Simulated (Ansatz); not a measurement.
# Zr2CF2 MXene monolayer in a perpendicular field, part 2 of 4

What dipole does a perpendicular field induce in the Zr2CF2 MXene monolayer? A positive field points along +c.

Ansatz 0.2.0; plane-wave DFT, PBE-D3(BJ), Ansatz PAW (the session's first sound run).

So far. Step 2 (Relaxation): The lattice constant a goes from 3.289 to 3.282 Å.

### 3. Single point, field 0, start network

A sawtooth potential applies the field, turning back in the middle of the vacuum. With the dipole correction the typed value is the field outside the slab. The induced dipole is small, so the SCF threshold is tight.

The cell differs from the one that the last finished run ended in (c 40.191 → 23.136 Å).

input.yaml reads:

```yaml
crystal:
  lattice:
    - [3.2818914181, 0.0, 0.0]
    - [-1.6409457091, 2.8422013406, 0.0]
    - [0.0, 0.0, 23.1361662452]
  atoms:
    - { symbol: F, position: [0.3333333333, 0.6666666667, 0.3890013542] }
    - { symbol: Zr, position: [0.6666666667, 0.3333333333, 0.4467263161] }
    - { symbol: C, position: [0.0, 0.0, 0.5] }
    - { symbol: Zr, position: [0.3333333333, 0.6666666667, 0.5532736839] }
    - { symbol: F, position: [0.6666666667, 0.3333333333, 0.6109986458] }
kpoints:
  mp_grid: { grid: [18, 18, 1] }
  band_path:
    path: [[0, 0, 0], [0.5, 0, 0], [0.33333333, 0.33333333, 0], [0, 0, 0]]
    npoints: 16
hamiltonian:
  xc: pbe
  dispersion: d3bj
scf:
  occupations: { method: fermi_dirac, width: 0.05 }
  convergence: { dr2_threshold: 1.0e-10 }
efield:
  axis: 3
  dipole_correction: true
  ramp_position: 0.97
  ramp_width: 0.06
  amplitude: 0
output:
  dos: { projected: true, e_range: [-6, 5] }
  bader: true
  write_potential: true
  write_density: true
  volumetric_format: npy
  elf: true
```

Launch:

```console
ansatz run input.yaml --threads 4 --pin off --max-ram 6144MiB --backend cpu --events-out ev --progress --plain --runs-dir out
```

Numbers of over 12 decimals in the logs are rounded to 6 here.

Log:

```text
[...]
Crystal: 5 atoms, lattice volume = 215.809 Å³
Basis set: ecut = 420 eV, 4313 PW (Γ)
Bands: 26, of which v1, the nominal top of the filled ones, is band 21 counted from 1 (20 counted from 0)
Symmetry: 6 space group operations
k-points: 37 of 324 (time reversal used)
[...]
SCF iter   1: F=—  HF=-10242.093001 eV  |F-HF|=—  |Δ(HF+E_count)|=         —  Δρ=3.44e-3  dr2=2.32e-2  ethr=1.77e-3  p=0.000 e·Å  D=6.22e-14 V/Å  ΔV_dip=-0.00 eV  dr2_dipole=2.59e-10  V_vac-E_F(+/−)=3.70/3.70 eV  ⟨swp⟩=6.6  Hψ=4774  notcnv=0
efield: sawtooth ramp at fractional position 0.9700 (set: `efield.ramp_position`, or a place that a band, a saddle search or an elastic batch's reference lends), width 0.0600; the density the first Hamiltonian is built on has a dipole p = 0.000 e·Å; the dipole correction subtracts the counter field D = 6.22e-14 V/Å, which shifts the + side's vacuum level by -0.00 eV against the − side's; the planar-averaged density in the ramp window peaks in size at 1.2e-5 e/Å³
[...]
SCF iter   2: F=—  HF=-10242.094835 eV  |F-HF|=—  |Δ(HF+E_count)|=   1.83e-3  Δρ=3.82e-3  dr2=2.05e-2  ethr=5.53e-5  p=0.000 e·Å  D=1.27e-5 V/Å  ΔV_dip=-0.00 eV  dr2_dipole=2.00e-10  V_vac-E_F(+/−)=3.89/3.89 eV  ⟨swp⟩=3.5  Hψ=2591  notcnv=0  defer=10
[...]
SCF iter   9: F=-10242.089392 eV  HF=-10242.089392 eV  |F-HF|=2.91e-10  |Δ(HF+E_count)|=   3.50e-9  Δρ=1.94e-7  dr2=6.51e-11  ethr=1.00e-12  p=-0.000 e·Å  D=-2.51e-8 V/Å  ΔV_dip=0.00 eV  dr2_dipole=6.70e-14  V_vac-E_F(+/−)=3.93/3.93 eV  ⟨swp⟩=4.1  Hψ=3979  notcnv=0
SCF 1 converged in 9 iterations: F = -10242.089392 eV  dr2 = 6.51e-11
[...]
NSCF: frozen V_eff on 49 k-points
efield: sawtooth ramp at fractional position 0.9700 (kept from the solve that this one continues, or follows in the run), width 0.0600; the density the first Hamiltonian is built on has a dipole p = -0.000 e·Å; the dipole correction subtracts the counter field D = -2.51e-8 V/Å, which shifts the + side's vacuum level by +0.00 eV against the − side's; the planar-averaged density in the ramp window peaks in size at 3.3e-7 e/Å³
[...]
SCF converged after 9 iterations
Free energy (F): -10242.089392 eV
[...]
Internal energy: -10242.078005 eV  (E = F + TS)
E sigma→0 (E₀):  -10242.083698 eV
Entropy (-TS):   -0.011387 eV (-2.277 meV/atom)
Fermi energy:    1.329900 eV
Dipole field:    D = 0.000000 V/Å  (p = 0.000000 e·Å, saw-weighted, corrected)
Work function:   Φ+ = 3.9288 eV   Φ− = 3.9289 eV
Levels:          The Fermi level and band energies are counted from a zero that moves with the ramp; work functions are not
[...]
--- Band table (eV; the first three rows and the last of 37) ---
  k-point 0: bands = [... 17 lower, -3.0318, -1.7932, -1.7932, 1.4662, 1.4662, 1.6775, 3.1800, 3.5474, ... 1 higher]
  k-point 1: bands = [... 17 lower, -2.9992, -1.8824, -1.8005, 1.3457, 1.5326, 1.7045, 3.2675, 3.4949, ... 1 higher]
  k-point 2: bands = [... 17 lower, -2.9132, -2.1073, -1.8174, 1.0343, 1.7276, 1.8082, 3.3364, 3.4137, ... 1 higher]
  k-point 36: bands = [... 17 lower, -2.8289, -2.8289, -2.1137, 1.7016, 2.5235, 2.5235, 3.8856, 4.3820, ... 1 higher]
--- Bader charges: 5 sites ---
  site symbol  charge [e]  shift [e]
     0      F     -0.7998     0.0003
     1     Zr      1.8729     0.0010
     2      C     -2.1460     0.0014
     3     Zr      1.8729     0.0010
     4      F     -0.7999     0.0003
  estimated error of the sums over rays = 6.6e-4 e
```

Elapsed: 19 s, on 4 threads of AMD EPYC 9R14 (Zen 4), shared host; peak memory 0.67 GiB.

This step gave:

```
energy at zero smearing   : -10242.0837 eV
work function, upper face : 3.929 eV
dipole along the normal   : 3.70e-7 e·Å
```

Running mean over a fixed 2.7 Å (it still follows the layers) of the planar mean; the ramp of the sawtooth is left out. Electron's electrostatic potential energy less the Fermi level against z:

z (Å), electron's electrostatic potential energy less the Fermi level (eV) and a bar from the least value:
```
        4        3.9 ##############################
        5        3.9 ##############################
        6        3.9 ##############################
        7        3.8 ##############################
        8        0.9 ########################
        9       -5.2 #############
       10      -10.6 ###
       11      -11.8 
       12      -12.1 
       13      -10.9 ##
       14       -6.3 ###########
       15        0.3 #######################
       16        3.6 #############################
       17        3.9 ##############################
       18        3.9 ##############################
       19        3.9 ##############################
       20        3.9 ##############################
```

The density of states has structure finer than the step of the table below, so its rows give means over 0.2 eV, whole bins alone (the curve runs from -6 to 1.99 eV). Peaks (eV: height): -4.26: 8.73, -3.88: 5.44, -3.46: 13.3, -3.19: 6.74, 0.20: 3.33.

Table of density of states by energy, zero at the Fermi level; means over each step:

```csv
energy (eV),density of states (states/eV a cell)
-4.6,0
-4.4,3.25
-4.2,5.06
-4.0,2.54
-3.8,4.52
-3.6,4.11
-3.4,5.30
-3.2,4.36
-3.0,0.0562
-2.8,0
-2.6,0
-2.4,0
-2.2,0.213
-2.0,0.685
-1.8,0.733
-1.6,0.812
-1.4,0.862
-1.2,0.932
-1.0,1.01
-0.8,1.14
-0.6,1.32
-0.4,0.951
-0.2,0.636
0.0,1.27
0.2,1.72
0.4,1.65
0.6,1.23
0.8,1.18
1.0,1.28
1.2,1.05
1.4,0.965
1.6,0.979
1.8,1.08
```

Projected DOS per atom over height of the atomic layer and energy from the Fermi level. Layers: F Zr C Zr F from below.

Values in states/eV, 22 rows by 5 columns, each cell a mean:
```
0.04 0.62 0.06 0.62 0.04
0.03 0.42 0.05 0.42 0.03
0.04 0.51 0.06 0.51 0.04
0.04 0.52 0.06 0.52 0.04
0.04 0.65 0.05 0.65 0.04
0.03 0.58 0.04 0.58 0.03
0.03 0.37 0.05 0.37 0.03
0.05 0.53 0.08 0.53 0.05
0.04 0.41 0.06 0.41 0.04
0.03 0.36 0.05 0.36 0.03
0.03 0.32 0.04 0.32 0.03
0.01 0.14 0.01 0.14 0.01
0.00 0.00 0.00 0.00 0.00
0.00 0.01 0.04 0.01 0.00
0.10 0.93 2.40 0.93 0.10
0.09 1.03 2.52 1.03 0.09
0.17 0.70 1.55 0.70 0.17
0.29 0.72 1.75 0.72 0.29
0.00 0.00 0.00 0.00 0.00
0.00 0.00 0.00 0.00 0.00
0.00 0.00 0.00 0.00 0.00
0.00 0.00 0.00 0.00 0.00
```
Columns: height of the atomic layer (Å) from 9 to 14.1; rows upwards: energy from the Fermi level (eV) from -5.96 to 1.96.

Electronic bands along the path, in eV, zero at the Fermi level:

```csv
point,band 18,band 19,band 20,band 21,band 22,band 23,band 24,band 25
Γ,-4.36,-3.12,-3.12,0.14,0.14,0.35,1.85,2.22
halfway,-4.08,-3.89,-3.16,-1.29,1.06,1.36,2.09,2.14
M,-4.42,-3.43,-3.09,-2.22,2.18,3.11,3.21,3.31
halfway,-4.35,-3.73,-3.44,-1.10,1.76,2.31,2.59,3.13
K,-4.16,-4.16,-3.44,0.37,1.19,1.19,2.56,3.05
halfway,-4.06,-3.84,-3.51,-0.55,-0.18,2.12,2.49,2.56
Γ,-4.36,-3.12,-3.12,0.14,0.14,0.35,1.85,2.22
```

ELF in the ca plane at fractional y = 0.333, with atoms of Zr and F within 0.2 Å of it. It is the smooth field of the valence electrons, not physical close to the nuclei.

Ten even steps from '0' (0.00) to '9' (0.81), each cell a mean:
```
00000000000000011115763344211378742000000000
00000000000000000159887224212799973100000000
00000000000000000188359423214977984100000000
00000000000000000179678323213888984100000000
00000000000000000038985234211589862000000000
00000000000000123212433464221135421000000000
00000000000000245521135773343100000000000000
00000000000000246631147873344100000000000000
00000000000000134311124663222112210000000000
```
Columns run along c (16.0 Å, from fractional 0.13 to 0.82 of the cell), rows up along a (3.3 Å). Atoms in or near the plane, at fractional coordinates: Zr at (0.45, 0.67), F at (0.61, 0.67).

Electrostatic potential energy in the ca plane at fractional y = 0.333, with atoms of Zr and F within 0.2 Å of it. With pseudopotentials it is smooth inside the atoms' cores, unlike the true potential.

Ten even steps from '0' (-46 eV) to '9' (5 eV), each cell a mean:
```
99999999999999999875346898888888999999999999
99999999999999999850002789988732699999999999
99999999999999998740000689999500399999999999
99999999999999999740001689998610499999999999
99999999999999999863114789888866899999999999
99999999999999999887667888777889999999999999
99999999999999999988888888666789999999999999
99999999999999999998889887656789999999999999
99999999999999999988778888767889999999999999
```
Columns run along c (16.0 Å, from fractional 0.13 to 0.82 of the cell; values clipped at the 3rd and 97th percentile), rows up along a (3.3 Å). Atoms in or near the plane, at fractional coordinates: Zr at (0.45, 0.67), F at (0.61, 0.67).

Valence density in the ca plane at fractional y = 0.333, with atoms of Zr and F within 0.2 Å of it. It is the smooth field of the valence electrons, not physical close to the nuclei.

Values in units of 1e0 e/Å³, 5 rows by 16 columns, each cell a mean:
```
0.0 0.0 0.0 0.0 0.0 0.0 0.3 2.1 0.6 0.2 0.5 1.6 0.1 0.0 0.0 0.0
0.0 0.0 0.0 0.0 0.0 0.0 0.8 3.7 1.2 0.2 1.3 7.2 0.2 0.0 0.0 0.0
0.0 0.0 0.0 0.0 0.0 0.0 0.4 2.2 0.6 0.2 0.5 1.7 0.1 0.0 0.0 0.0
0.0 0.0 0.0 0.0 0.0 0.1 0.2 0.3 0.4 0.5 0.4 0.1 0.0 0.0 0.0 0.0
0.0 0.0 0.0 0.0 0.0 0.1 0.2 0.2 0.4 0.5 0.3 0.1 0.0 0.0 0.0 0.0
```
Columns run along c (16.0 Å, from fractional 0.13 to 0.82 of the cell), rows up along a (3.3 Å). Atoms in or near the plane, at fractional coordinates: Zr at (0.45, 0.67), F at (0.61, 0.67).

The work function of the upper face is 3.93 eV.

### 4. Single point, field 0.05 V/Å

Changes to input.yaml since step 3:

```diff
@@ -27,6 +27,4 @@
   ramp_width: 0.06
-  amplitude: 0
+  amplitude: 0.05
 output:
-  dos: { projected: true, e_range: [-6, 5] }
-  bader: true
   write_potential: true
@@ -34,2 +32 @@
   volumetric_format: npy
-  elf: true
```

Log:

```text
[...]
Crystal: 5 atoms, lattice volume = 215.809 Å³
Basis set: ecut = 420 eV, 4313 PW (Γ)
Bands: 26, of which v1, the nominal top of the filled ones, is band 21 counted from 1 (20 counted from 0)
Symmetry: 6 space group operations
k-points: 37 of 324 (time reversal used)
[...]
k-point 0: bands = [... 17 lower, -3.0318, -1.7932, -1.7932, 1.4662, 1.4662, 1.6775, 3.1766, 3.5485, ... 1 higher]
  k-point 1: bands = [... 17 lower, -2.9992, -1.8824, -1.8006, 1.3457, 1.5326, 1.7045, 3.2629, 3.4975, ... 1 higher]
  k-point 2: bands = [... 17 lower, -2.9132, -2.1073, -1.8175, 1.0342, 1.7275, 1.8082, 3.3309, 3.4172, ... 1 higher]
  k-point 36: bands = [... 17 lower, -2.8291, -2.8288, -2.1137, 1.7015, 2.5230, 2.5238, 3.8856, 4.3795, ... 1 higher]
[key lines of the parts left out:]
SCF converged after 13 iterations
Free energy (F): -10242.089735 eV
Fermi energy:    1.329851 eV
Dipole field:    D = 0.011510 V/Å  (p = 0.013727 e·Å, saw-weighted, corrected)
```

The job ended after 13 s (4 threads; peak memory 0.63 GiB).

The dipole is 0.0137 e·Å.

### 5. Single point, field -0.05 V/Å

Changes to input.yaml since step 4:

```diff
@@ -27,3 +27,3 @@
   ramp_width: 0.06
-  amplitude: 0.05
+  amplitude: -0.05
 output:
```

Log:

```text
[...]
Crystal: 5 atoms, lattice volume = 215.809 Å³
Basis set: ecut = 420 eV, 4313 PW (Γ)
Bands: 26, of which v1, the nominal top of the filled ones, is band 21 counted from 1 (20 counted from 0)
Symmetry: 6 space group operations
k-points: 37 of 324 (time reversal used)
[...]
k-point 0: bands = [... 17 lower, -3.0318, -1.7932, -1.7932, 1.4662, 1.4662, 1.6775, 3.1766, 3.5485, ... 1 higher]
  k-point 1: bands = [... 17 lower, -2.9992, -1.8824, -1.8006, 1.3457, 1.5326, 1.7045, 3.2629, 3.4975, ... 1 higher]
  k-point 2: bands = [... 17 lower, -2.9132, -2.1073, -1.8175, 1.0342, 1.7275, 1.8082, 3.3309, 3.4172, ... 1 higher]
  k-point 36: bands = [... 17 lower, -2.8291, -2.8288, -2.1137, 1.7015, 2.5230, 2.5238, 3.8856, 4.3795, ... 1 higher]
[key lines of the parts left out:]
SCF converged after 13 iterations
Free energy (F): -10242.089735 eV
Fermi energy:    1.329851 eV
Dipole field:    D = -0.011510 V/Å  (p = -0.013727 e·Å, saw-weighted, corrected)
```

Elapsed: 8.7 s, on 4 threads; peak memory 0.65 GiB.

The dipole is -0.0137 e·Å.

### 6. Atoms held, field 0.1 V/Å

Changes to input.yaml since step 5:

```diff
@@ -25,5 +25,5 @@
   dipole_correction: true
-  ramp_position: 0.97
-  ramp_width: 0.06
-  amplitude: -0.05
+  ramp_position: 0.9252
+  ramp_width: 0.1495
+  amplitude: 0.1
 output:
```

Log:

```text
[...]
Crystal: 5 atoms, lattice volume = 215.809 Å³
Basis set: ecut = 420 eV, 4313 PW (Γ)
Bands: 26, of which v1, the nominal top of the filled ones, is band 21 counted from 1 (20 counted from 0)
Symmetry: 6 space group operations
k-points: 37 of 324 (time reversal used)
[...]
k-point 0: bands = [... 17 lower, -3.0318, -1.7933, -1.7933, 1.4661, 1.4661, 1.6774, 3.1665, 3.5517, ... 1 higher]
  k-point 1: bands = [... 17 lower, -2.9991, -1.8825, -1.8006, 1.3456, 1.5325, 1.7044, 3.2498, 3.5048, ... 1 higher]
  k-point 2: bands = [... 17 lower, -2.9132, -2.1074, -1.8175, 1.0341, 1.7274, 1.8081, 3.3166, 3.4258, ... 1 higher]
  k-point 36: bands = [... 17 lower, -2.8293, -2.8287, -2.1138, 1.7014, 2.5226, 2.5241, 3.8856, 4.3770, ... 1 higher]
[key lines of the parts left out:]
SCF converged after 13 iterations
Free energy (F): -10242.090764 eV
Fermi energy:    1.329777 eV
Dipole field:    D = 0.023019 V/Å  (p = 0.027454 e·Å, saw-weighted, corrected)
```

Elapsed: 8 s, on 4 threads; peak memory 0.65 GiB; 30 s of CPU time.

The dipole is 0.0275 e·Å.

### 7. Single point, field 0.2 V/Å

Changes to input.yaml since step 6:

```diff
@@ -27,3 +27,3 @@
   ramp_width: 0.1495
-  amplitude: 0.1
+  amplitude: 0.2
 output:
```

Log:

```text
[...]
Crystal: 5 atoms, lattice volume = 215.809 Å³
Basis set: ecut = 420 eV, 4313 PW (Γ)
Bands: 26, of which v1, the nominal top of the filled ones, is band 21 counted from 1 (20 counted from 0)
Symmetry: 6 space group operations
k-points: 37 of 324 (time reversal used)
[...]
k-point 0: bands = [... 17 lower, -3.0319, -1.7937, -1.7937, 1.4656, 1.4656, 1.6768, 3.1267, 3.5611, ... 1 higher]
  k-point 1: bands = [... 17 lower, -2.9993, -1.8830, -1.8011, 1.3450, 1.5320, 1.7038, 3.2014, 3.5279, ... 1 higher]
  k-point 2: bands = [... 17 lower, -2.9133, -2.1078, -1.8180, 1.0336, 1.7269, 1.8075, 3.2714, 3.4469, ... 1 higher]
  k-point 36: bands = [... 17 lower, -2.8301, -2.8289, -2.1143, 1.7008, 2.5212, 2.5242, 3.8851, 4.3715, ... 1 higher]
[key lines of the parts left out:]
SCF converged after 13 iterations
Free energy (F): -10242.094883 eV
Fermi energy:    1.329209 eV
Dipole field:    D = 0.046042 V/Å  (p = 0.054911 e·Å, saw-weighted, corrected)
```

The job ended after 8.1 s (4 threads; peak memory 0.65 GiB).

The dipole is 0.0549 e·Å.

### 8. Atoms held, field 0.3 V/Å

Changes to input.yaml since step 7:

```diff
@@ -25,6 +25,8 @@
   dipole_correction: true
-  ramp_position: 0.9252
-  ramp_width: 0.1495
-  amplitude: 0.2
+  ramp_position: 0.9221
+  ramp_width: 0.1558
+  amplitude: 0.3
 output:
+  dos: { projected: true, e_range: [-6, 5] }
+  bader: true
   write_potential: true
@@ -32 +34,2 @@
   volumetric_format: npy
+  elf: true
```

Log:

```text
[...]
Crystal: 5 atoms, lattice volume = 215.809 Å³
Basis set: ecut = 420 eV, 4313 PW (Γ)
Bands: 26, of which v1, the nominal top of the filled ones, is band 21 counted from 1 (20 counted from 0)
Symmetry: 6 space group operations
k-points: 37 of 324 (time reversal used)
[...]
k-point 36: bands = [... 17 lower, -2.8316, -2.8298, -2.1155, 1.6994, 2.5191, 2.5236, 3.8841, 4.3653, ... 1 higher]
--- Bader charges: 5 sites ---
  site symbol  charge [e]  shift [e]
     0      F     -0.8058     0.0003
     1     Zr      1.8626     0.0010
     2      C     -2.1460     0.0014
     3     Zr      1.8831     0.0010
     4      F     -0.7938     0.0003
  estimated error of the sums over rays = 6.6e-4 e
[key lines of the parts left out:]
SCF converged after 14 iterations
Free energy (F): -10242.101747 eV
Fermi energy:    1.327931 eV
Dipole field:    D = 0.069070 V/Å  (p = 0.082376 e·Å, saw-weighted, corrected)
```

The job ended after 14 s (4 threads; peak memory 0.67 GiB; 56 s of CPU time).

The dipole is 0.0824 e·Å.

### 9. Response, atoms held

This step: plane-wave DFT, PBE-D3(BJ), Ansatz PAW; response to a field along the normal, atoms held (Ansatz 0.2.0).

The dipoles give the slope, and the difference of two potentials shows where the field is screened.

This step gave:

* equivalent conductor thickness p/(ε₀AE): 5.326 Å
* distance between the outer atoms: 5.136 Å

The dipole of the cell by applied field:

```csv
applied field (V/Å),dipole of the cell (e·Å)
-0.050,-0.0137
0.000,3.7e-7
0.050,0.0137
0.100,0.0275
0.200,0.0549
0.300,0.0824
```

Local field over the applied field, running mean. From the potentials at -0.05 and 0.05 V/Å; running mean over 2.5 Å. Table of local field over applied field by z:

```csv
z (Å),local field over applied field
4.5,1.000
5.0,1.000
5.5,0.999
6.0,0.996
6.5,0.985
7.0,0.951
7.5,0.872
8.0,0.755
8.5,0.614
9.0,0.463
9.5,0.312
10.0,0.193
10.5,0.106
11.0,0.0490
11.5,0.0215
12.0,0.0378
12.5,0.0882
13.0,0.167
13.5,0.276
14.0,0.421
14.5,0.574
15.0,0.718
15.5,0.843
16.0,0.935
16.5,0.979
17.0,0.994
17.5,0.999
18.0,1.000
18.5,1.000
19.0,1.000
```

Electrons, planar mean, per unit field. Table of induced electron density by z:

```csv
z (Å),induced electron density (e/Å³ per V/Å)
4.05,4.7e-8
4.48,2.2e-7
4.92,6.4e-7
5.21,1.4e-6
5.64,4.9e-6
6.07,1.6e-5
6.51,5.3e-5
6.94,1.7e-4
7.23,3.5e-4
7.66,9.8e-4
8.10,0.00231
8.53,0.00292
8.97,0.00154
9.40,0.00108
9.69,8.2e-4
10.12,0.00138
10.56,9.8e-4
10.99,5.6e-4
11.42,1.6e-4
11.71,-1.6e-4
12.15,-5.6e-4
12.58,-9.8e-4
13.01,-0.00138
13.45,-8.2e-4
13.74,-0.00108
14.17,-0.00154
14.60,-0.00292
15.04,-0.00231
15.47,-9.8e-4
15.91,-3.5e-4
16.20,-1.7e-4
16.63,-5.3e-5
17.06,-1.6e-5
17.50,-4.9e-6
17.93,-1.4e-6
18.22,-6.4e-7
18.65,-2.2e-7
19.09,-4.7e-8
```

By hand: between -0.05 and 0.05 V/Å the dipole changes by 0.02745 e·Å, a slope of 0.2745 e·Å²/V. A perfect conductor of thickness t has p = ε₀AEt, so t = 180.95 × 0.2745 / 9.328 = 5.33 Å (e/ε₀ = 180.95 V·Å, A in Å²).

The induced dipole is that of a conductor 5.33 Å thick.

(Part 2 of 4 ends here.)

[Logs are printed without paths, hosts, clocks, repeated set-up lines and the standing remarks that a program may print on its own settings, such as how far it seeks lower states.]

[Hosts, paths, dates, database ids (printed as entryN), source tags and the programs' standing remarks are cut or masked in the printed files.]

[Maps of the electrostatic potential energy from Ansatz leave out the sawtooth potential of an applied field or a dipole correction, so their vacuum need not be flat; planar profiles and work functions include it.]

[The density of states shown here was stored with 400 of the rows of the run's finer table, so its peaks can read low, often by over a quarter, or be missed, and its means over a window can be off by a tenth or more.]
